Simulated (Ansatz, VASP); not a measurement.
**Two plane-wave programs on TaN**

```xyz
4
Lattice="3.0500 0.0000 0.0000 -1.5250 2.6414 0.0000 0.0000 0.0000 4.9400" Properties=species:S:1:pos:R:3 pbc="T T T"
Ta    0.0000    1.7609    0.0000
Ta    1.5250    0.8805    2.4700
N     0.0000    1.7609    1.9019
N     1.5250    0.8805    4.3719
```

Alike in both runs: task single point; functional PBE; k mesh 15 × 15 × 8; occupations fermi-dirac, width 0.05 eV; no spin polarisation.

```csv
,VASP,Ansatz
version,VASP 6.6.1,Ansatz 0.2.0
potentials or method,"VASP PAW PBE potentials, release 64 (Ta_pv, N)","scalar-relativistic, plane waves, PAW"
plane-wave cutoff (eV),520,420
valence electrons in the cell,32,36
```

VASP gave:

```
gap on the k mesh at the Fermi level (eV) : none
rms of the force components (eV/Å)        : 1.381
```

Question: Which values does Ansatz return?

Answer: gap on the k mesh at the Fermi level (eV): none; rms of the force components (eV/Å): 1.360.

Atom by atom the forces differ by 0.021 eV/Å (rms over components). A gap of «none» marks a metal or a gap that the smearing closes. The functional is the same, so the differences come from potentials, cutoffs and numerics. The two sets of potentials don't hold the same shells in valence.

Caveats: forces of over 1 eV/Å show positions far from the minimum, so gaps and moduli don't describe the material at rest. Spin-orbit coupling is left out, which matters for the levels of Ta.
